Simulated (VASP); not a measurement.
# Co in VASP: reference runs

Reference runs on Co: the cell as given.

All numbers are computed with VASP 6.6.1; they aren't measurements. Logs are shortened: lines on timing, memory, paths and dates and some standing lists are left out, and cuts for length are marked.

**1. The cell of the first run**

The cell holds a slab with vacuum, 7 atoms: a = 2.540 Å, b = 2.540 Å, c = 25.774 Å, α = 90.00°, β = 90.00°, γ = 90.00°.

The slab is cut from a database's or a generator's crystal, which needn't be the stable form of the element.

**2. Single point, PBE, collinear spin, ferromagnetic start (the (1 0 0) slab of Co, cut from the database cell, not relaxed)**

INCAR reads:

```
SYSTEM = Co
PREC = Accurate
ENCUT = 520
EDIFF = 1E-7
ISMEAR = -1
SIGMA = 0.05
LREAL = .FALSE.
LASPH = .TRUE.
NELM = 150
ALGO = Normal
ISIF = 2
LWAVE = .FALSE.
LCHARG = .FALSE.
ISPIN = 2
MAGMOM = 2 2 2 2 2 2 2
LORBIT = 11
LMAXMIX = 4
LDIPOL = .TRUE.
IDIPOL = 3
DIPOL = 0.5 0.5 0.500
GGA = PE
NBANDS = 44
```

KPOINTS reads:

```
regular mesh
0
G
  10 10 1
  0 0 0
```

POSCAR reads:

```
Co
1.0
    2.5395032940      0.0000000000      0.0000000000
    0.0000000000      2.5395032940      0.0000000000
    0.0000000000      0.0000000000     25.7742000000
Co
7
Direct
    0.5000000000      0.5000000000      0.2909886631
    0.0000000000      0.0000000000      0.3606591087
    0.5000000000      0.5000000000      0.4303295544
    0.0000000000      0.0000000000      0.5000000000
    0.5000000000      0.5000000000      0.5696704456
    0.0000000000      0.0000000000      0.6393408913
    0.5000000000      0.5000000000      0.7090113369
```

Potentials or basis: VASP PAW PBE potentials, release 64 (Co).

The run is started by

```
cat potpaw_PBE.64/Co/POTCAR > POTCAR
mpirun -np 1 vasp_std > vasp.out
```

OUTCAR:

```text
SYSTEM = Co
   PREC = Accurate
   ENCUT = 520
   EDIFF = 1E-7
   ISMEAR = -1
   LREAL = .FALSE.
   LASPH = .TRUE.
   NELM = 150
   ISIF = 2
   ISPIN = 2
   LORBIT = 11
   GGA = PE

 ion  position               nearest neighbor table
   1  0.500  0.500  0.291-   2 2.54   2 2.54   2 2.54   2 2.54
   2  0.000  0.000  0.361-   1 2.54   1 2.54   1 2.54   1 2.54   3 2.54   3 2.54   3 2.54   3 2.54

   3  0.500  0.500  0.430-   4 2.54   4 2.54   4 2.54   4 2.54   2 2.54   2 2.54   2 2.54   2 2.54

   4  0.000  0.000  0.500-   3 2.54   5 2.54   3 2.54   5 2.54   3 2.54   5 2.54   3 2.54   5 2.54

   5  0.500  0.500  0.570-   4 2.54   4 2.54   4 2.54   4 2.54   6 2.54   6 2.54   6 2.54   6 2.54

   6  0.000  0.000  0.639-   7 2.54   7 2.54   7 2.54   7 2.54   5 2.54   5 2.54   5 2.54   5 2.54

   7  0.500  0.500  0.709-   6 2.54   6 2.54   6 2.54   6 2.54

  LATTYP: Found a simple tetragonal cell.
 ALAT       =     2.5395032940
 C/A-ratio  =    10.1493075677

  Lattice vectors:

 A1 = (   2.5395032940,   0.0000000000,   0.0000000000)
 A2 = (   0.0000000000,   2.5395032940,   0.0000000000)
 A3 = (   0.0000000000,   0.0000000000,  25.7742000000)

Analysis of symmetry for initial positions (statically):
=====================================================================
 Subroutine PRICEL returns:
 Original cell was already a primitive cell.

 Routine SETGRP: Setting up the symmetry group for a
 simple tetragonal supercell.

 Subroutine GETGRP returns: Found 16 space group operations
 (whereof 16 operations were pure point group operations)
 out of a pool of 16 trial point group operations.

The static configuration has the point symmetry D_4h.

Analysis of symmetry for dynamics (positions and initial velocities):
=====================================================================
 Subroutine PRICEL returns:
 Original cell was already a primitive cell.

 Routine SETGRP: Setting up the symmetry group for a
 simple tetragonal supercell.

 Subroutine GETGRP returns: Found 16 space group operations
 (whereof 16 operations were pure point group operations)
 out of a pool of 16 trial point group operations.

The dynamic configuration has the point symmetry D_4h.

Analysis of structural, dynamic, and magnetic symmetry:
=====================================================================
 Subroutine PRICEL returns:
 Original cell was already a primitive cell.

 Routine SETGRP: Setting up the symmetry group for a
 simple tetragonal supercell.

 Subroutine GETGRP returns: Found 16 space group operations
 (whereof 16 operations were pure point group operations)
 out of a pool of 16 trial point group operations.

The overall configuration has the point symmetry D_4h.

 Subroutine INISYM returns: Found 16 space group operations
 (whereof 16 operations are pure point group operations),
 and found     1 'primitive' translations

----------------------------------------------------------------------------------------

                                     Primitive cell

  volume of cell :     166.2198

  direct lattice vectors                    reciprocal lattice vectors
     2.539503294  0.000000000  0.000000000     0.393777792  0.000000000  0.000000000
     0.000000000  2.539503294  0.000000000     0.000000000  0.393777792  0.000000000
     0.000000000  0.000000000 25.774200000     0.000000000  0.000000000  0.038798488

  length of vectors
     2.539503294  2.539503294 25.774200000     0.393777792  0.393777792  0.038798488

  position of ions in fractional coordinates (direct lattice)
     0.500000000  0.500000000  0.290988663
     0.000000000  0.000000000  0.360659109
     0.500000000  0.500000000  0.430329554
     0.000000000  0.000000000  0.500000000
     0.500000000  0.500000000  0.569670446
     0.000000000  0.000000000  0.639340891
     0.500000000  0.500000000  0.709011337

  ion indices of the primitive-cell ions
   primitive index   ion index
                 1           1
                 2           2
                 3           3
                 4           4
                 5           5
                 6           6
                 7           7

----------------------------------------------------------------------------------------

 KPOINTS: regular mesh

Automatic generation of k-mesh.
 Grid dimensions read from file:
 generate k-points for:   10   10    1

 Generating k-lattice:

  Cartesian coordinates                     Fractional coordinates (reciprocal lattice)
     0.039377779  0.000000000  0.000000000     0.100000000  0.000000000  0.000000000
     0.000000000  0.039377779  0.000000000     0.000000000  0.100000000  0.000000000
     0.000000000  0.000000000  0.038798488     0.000000000  0.000000000  1.000000000

  Length of vectors
     0.039377779  0.039377779  0.038798488

  Shift w.r.t. Gamma in fractional coordinates (k-lattice)
     0.000000000  0.000000000  0.000000000

 Subroutine IBZKPT returns following result:
 ===========================================

 Found     21 irreducible k-points:

 Following reciprocal coordinates:
            Coordinates               Weight
  0.000000  0.000000  0.000000      1.000000
  0.100000  0.000000  0.000000      4.000000
  0.200000  0.000000  0.000000      4.000000
  0.300000  0.000000  0.000000      4.000000
  0.400000  0.000000  0.000000      4.000000
  0.500000  0.000000  0.000000      2.000000
[... 13 lines left out ...]
  0.500000  0.400000  0.000000      4.000000
  0.500000  0.500000  0.000000      1.000000
   k-points           NKPTS =     21   k-points in BZ     NKDIM =     21   number of bands    NBANDS=     44
   number of dos      NEDOS =    301   number of ions     NIONS =      7
   total plane-waves  NPLWV =  76800
   dimension x,y,z NGX =    20 NGY =   20 NGZ =  192
   dimension x,y,z NGXF=    40 NGYF=   40 NGZF=  384
   ions per type =               7
   NGX,Y,Z   is equivalent  to a cutoff of  13.09, 13.09, 12.38 a.u.
   NGXF,Y,Z  is equivalent  to a cutoff of  26.19, 26.19, 24.77 a.u.
 SYSTEM =  Co
   PREC   = accura    normal or accurate (medium, high low for compatibility)
   ISTART =      0    job   : 0-new  1-cont  2-samecut
   ICHARG =      2    charge: 1-file 2-atom 10-const
   ISPIN  =      2    spin polarized calculation?
   LNONCOLLINEAR =      F non collinear calculations
   LSORBIT =      F    spin-orbit coupling
   LASPH  =      T    aspherical Exc in radial PAW
   ENCUT  =  520.0 eV  38.22 Ry    6.18 a.u.   4.72  4.72 47.92*2*pi/ulx,y,z
   NELM   =    150;   NELMIN=  2; NELMDL= -5     # of ELM steps
   EDIFF  = 0.1E-06   stopping-criterion for ELM
   LREAL  =      F    real-space projection
   EDIFFG = 0.1E-05   stopping-criterion for IOM
   NSW    =      0    number of steps for IOM
   IBRION =     -1    ionic relax: 0-MD 1-quasi-New 2-CG
   NFREE  =      0    steps in history (QN), initial steepest desc. (CG)
   ISIF   =      2    stress and relaxation
   ISYM   =      2    0-nonsym 1-usesym 2-fastsym
   POTIM  = 0.5000    time-step for ionic-motion
   TEBEG  =    0.0;   TEEND  =   0.0 temperature during run
   PSTRESS=    0.0 pullay stress
   NELECT =      63.0000    total number of electrons
   NUPDOWN=      -1.0000    fix difference up-down
   EMIN   =  10.00;   EMAX   =-10.00  energy-range for DOS
   EFERMI =   0.00;   METHOD = LEGACY
   ISMEAR =    -1;   SIGMA  =   0.05  broadening in eV -4-tet -1-fermi 0-gaus
   EFERMI_NEDOS =   21; number of points for ismear=-14 and -15
   IALGO  =     38    algorithm
   IMIX   =      4    mixing-type and parameters
     AMIX     =   0.40;   BMIX     =  1.00
     AMIX_MAG =   1.60;   BMIX_MAG =  1.00
  volume/ion in A,a.u.               =      23.75       160.24
  Fermi-wavevector in a.u.,A,eV,Ry     =   1.184752  2.238857 19.097643  1.403637
  Thomas-Fermi vector in A             =   2.320960
   LORBIT       =     11    0 simple, 1 ext, 2 COOP (PROOUT), +10 PAW based schemes
   GGA     = PE    functional components
   LHFCALC =     F    Hartree Fock is set to
   AEXX    =    0.0000 exact exchange contribution
   IVDW    =     0    specifies the selected vdW correction
   LEPSILON=     F    determine dielectric tensor
   LRPA    =     F    only Hartree local field effects (RPA)
 spin polarized calculation
  energy-cutoff  :      520.00
  volume of cell :      166.22
 maximum number of plane-waves:      4523
 NGX is ok and might be reduce to    20

 dipolmoment           0.000000      0.000000     -0.000000 electrons x Angstroem

 number of electron      63.0000022 magnetization      12.3263898

 dipolmoment           0.000000      0.000000      0.000000 electrons x Angstroem

 Free energy of the ion-electron system (eV)
  ---------------------------------------------------
  ext. energy  EPLUGINS =         0.00000000
  ---------------------------------------------------
  free energy    TOTEN  =       -46.96859645 eV

  energy without entropy =      -46.89674826  energy(sigma->0) =      -46.93267235

 E-fermi :   2.3830     XC(G=0):  -7.1496

 val. band max:        2.3796806078   @ k =   0.5000   0.0000   0.0000
 cond. band min:       2.3862489096   @ k =   0.2000   0.2000   0.0000
 fundamental gap:      0.0065683018
 Fermi energy:         2.3829565573

 spin component 1

 k-point     1 :       0.0000    0.0000    0.0000
  band No.  band energies     occupation
      1      -6.0665      1.00000
      2      -5.4464      1.00000
      3      -4.4707      1.00000
      4      -3.3757      1.00000
      5      -2.6502      1.00000
      6      -2.5583      1.00000
[... 35 lines left out ...]
     42       3.1064      0.00000
     43       4.1840      0.00000
[... 878 lines left out ...]
      2      -2.5272      1.00000
      3      -2.2829      1.00000
      4      -2.2303      1.00000
      5      -1.9475      1.00000
      6      -1.9475      1.00000
[... 35 lines left out ...]
     42       9.5262      0.00000
     43       9.5262      0.00000
 Fermi energy:         2.3829565573

 spin component 2

 k-point     1 :       0.0000    0.0000    0.0000
  band No.  band energies     occupation
      1      -6.0501      1.00000
      2      -5.4166      1.00000
      3      -4.4097      1.00000
      4      -3.1853      1.00000
      5      -2.0452      1.00000
      6      -1.4357      1.00000
[... 35 lines left out ...]
     42       3.5559      0.00000
     43       4.2876      0.00000
[... 878 lines left out ...]
      2      -1.2232      1.00000
      3      -0.9417      1.00000
      4      -0.8226      1.00000
      5      -0.6415      1.00000
      6      -0.6415      1.00000
[... 35 lines left out ...]
     42       9.9602      0.00000
     43       9.9602      0.00000
 [bands above 43 left out]

------------------------ aborting loop because EDIFF is reached ----------------------------------------

 vacuum level on the upper side and lower side of the slab       (xc-potential included)        -0.055        -0.055

  FORCE on cell =-STRESS in cart. coord.  units (eV):
  Direction    XX          YY          ZZ          XY          YZ          ZX
  --------------------------------------------------------------------------------------
  -------------------------------------------------------------------------------------
  Total       -7.1433122     -7.1433122     -5.9535556      0.0000000      0.0000000      0.0000000
  in kB      -68.8537279    -68.8537279    -57.3857741      0.0000000      0.0000000      0.0000000
  external PRESSURE =     -65.0310766 kB  Pullay stress =       0.0000000 kB

 VOLUME and BASIS-vectors are now :
 -----------------------------------------------------------------------------
  energy-cutoff  :      520.00
  volume of cell :      166.22
      direct lattice vectors                 reciprocal lattice vectors
     2.539503294  0.000000000  0.000000000     0.393777792  0.000000000  0.000000000
     0.000000000  2.539503294  0.000000000     0.000000000  0.393777792  0.000000000
     0.000000000  0.000000000 25.774200000     0.000000000  0.000000000  0.038798488

 POSITION                                       TOTAL-FORCE (eV/Angst)
 -----------------------------------------------------------------------------------
      1.26975      1.26975      7.50000         0.000000      0.000000      0.752413
      0.00000      0.00000      9.29570         0.000000     -0.000000     -0.323635
      1.26975      1.26975     11.09140         0.000000     -0.000000      0.045642
      0.00000      0.00000     12.88710         0.000000     -0.000000      0.000000
      1.26975      1.26975     14.68280        -0.000000     -0.000000     -0.045642
      0.00000      0.00000     16.47850         0.000000     -0.000000      0.323635
      1.26975      1.26975     18.27420        -0.000000      0.000000     -0.752413
 -----------------------------------------------------------------------------------
    total drift:                               -0.000000     -0.000000      0.000000

  FREE ENERGIE OF THE ION-ELECTRON SYSTEM (eV)
  ---------------------------------------------------
  free  energy   TOTEN  =       -46.9685964463 eV

  energy  without entropy=      -46.8967482610  energy(sigma->0) =      -46.93267235

 vacuum level on the upper side and lower side of the slab         6.823         6.823

 total charge

# of ion       s       p       d       tot
------------------------------------------
    1        0.445   0.327   7.195   7.967
    2        0.463   0.468   7.218   8.149
    3        0.465   0.472   7.214   8.151
    4        0.465   0.470   7.217   8.152
    5        0.465   0.472   7.214   8.151
    6        0.463   0.468   7.218   8.149
    7        0.445   0.327   7.195   7.967
--------------------------------------------------
tot          3.210   3.005  50.472  56.687

 magnetization (x)

# of ion       s       p       d       tot
------------------------------------------
    1        0.002  -0.025   1.928   1.905
    2       -0.010  -0.046   1.793   1.736
    3       -0.010  -0.046   1.794   1.738
    4       -0.011  -0.047   1.781   1.723
    5       -0.010  -0.046   1.794   1.738
    6       -0.010  -0.046   1.793   1.736
    7        0.002  -0.025   1.928   1.905
--------------------------------------------------
tot         -0.047  -0.281  12.811  12.483
```

Run time: 11 min. Hardware: 1 thread of Intel Xeon Platinum 8559C (Emerald Rapids), shared host; peak memory 0.41 GiB.

What came out:

- Free energy: -46.9686 eV
- Largest force: 0.752 eV/Å
- Band gap on the k mesh: none (metal or under the smearing width)
- Net moment: 12.33 μB per cell
- Site moments: Co +1.91, +1.74, +1.72 μB
- Valence electrons inside the program's atomic spheres: Co 7.97, 8.15

Forces on the atoms (eV/Å):
```
Co   0.000  0.000  0.752
Co   0.000  0.000 -0.324
Co   0.000  0.000  0.046
Co   0.000  0.000  0.000
Co   0.000  0.000 -0.046
Co   0.000  0.000  0.324
Co   0.000  0.000 -0.752
```
